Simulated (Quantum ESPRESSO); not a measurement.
Fe: equation of state with PBEsol

Crystal: Fe.

```xyz
1
Lattice="0.0000 1.9417 1.9651 1.4984 0.0000 1.9651 1.4984 1.9417 0.0000" Properties=species:S:1:pos:R:3 pbc="T T T"
Fe    0.0000    0.0000    0.0000
```

- Program: Quantum ESPRESSO 7.5
- Task: equation of state
- Functional: PBEsol
- Potentials or basis: GBRV 1.5 PBEsol
- Cutoff: 762 eV
- Density cutoff: 6095 eV
- k mesh: 13 × 13 × 13
- Occupations: fermi-dirac, width 0.05 eV
- Spin: collinear spin, ferromagnetic start
- Starting moments: [3.0] μB

```json
{"Equilibrium volume": "10.89 Å³/atom", "Bulk modulus at fixed shape and positions": "208 GPa", "Pressure derivative of the bulk modulus": "6.3 (rough: it moves with the points fitted)"}
```

Energy against volume, from the lowest point:
| volume (Å³/atom) | energy (meV/atom) |
| --- | --- |
| 10.749 | 0.74 |
| 10.978 | 0.00 |
| 11.207 | 5.10 |
| 11.435 | 15.18 |
| 11.664 | 29.64 |
| 11.893 | 48.03 |
| 12.121 | 69.13 |

All runs of the series together: 5.7 min on 2 threads of Arm Neoverse V2, on a shared host.

Caveat: the cell was scaled at fixed shape and fractional positions, which overstates the stiffness of a crystal with free parameters, most of all of layers and chains.
